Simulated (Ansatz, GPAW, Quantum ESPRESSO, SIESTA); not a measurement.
**Sn: programs and potentials compared**

```xyz
1
Lattice="-1.8947 1.8947 1.8947 1.8947 -1.8947 1.8947 1.8947 1.8947 -1.8947" Properties=species:S:1:pos:R:3 pbc="T T T"
Sn    0.0000    0.0000    0.0000
```

This isn't the form of Sn at room conditions, which is tetragonal (white tin).

Alike in all runs: task band structure; functional PBEsol; k mesh 10 × 10 × 10; occupations fermi-dirac, width 0.05 eV; no spin polarisation; no spin-orbit coupling. Pressure is positive in compression and, in plane waves, holds the error of the finite cutoff, which Ansatz's Pulay term estimates and takes out.

| program and potentials | plane-wave cutoff (eV) | notes | pressure (GPa) |
| --- | --- | --- | --- |
| SIESTA, files PseudoDojo sr-pbesol-0.4.1-standard, DZP (energy shift 0.003 Ry; two zetas on semicore shells) | - | atomic basis | -1.19 |
| GPAW, PAW data sets generated for this functional | 600 | - | -2.41 |
| Ansatz, PAW datasets made for the crystal | 240 | - | -2.18 |
| Quantum ESPRESSO, GBRV 1.5 PBEsol | 925 | - | -2.41 |
| Ansatz, all-electron LAPW, scalar-relativistic | - | - | -2.17 |

The pressure spans -2.41 (GPAW, PAW data sets generated for this functional) to -1.19 GPa (SIESTA, files PseudoDojo sr-pbesol-0.4.1-standard, DZP (energy shift 0.003 Ry; two zetas on semicore shells)), with all-electron results at -2.17. Rows in atomic bases carry the error of their basis and grid, which can be large.

Differences between rows come from potentials, basis sets and numerical settings, since the functional is the same but for its coding. Runs on potential files found faulty are left out.
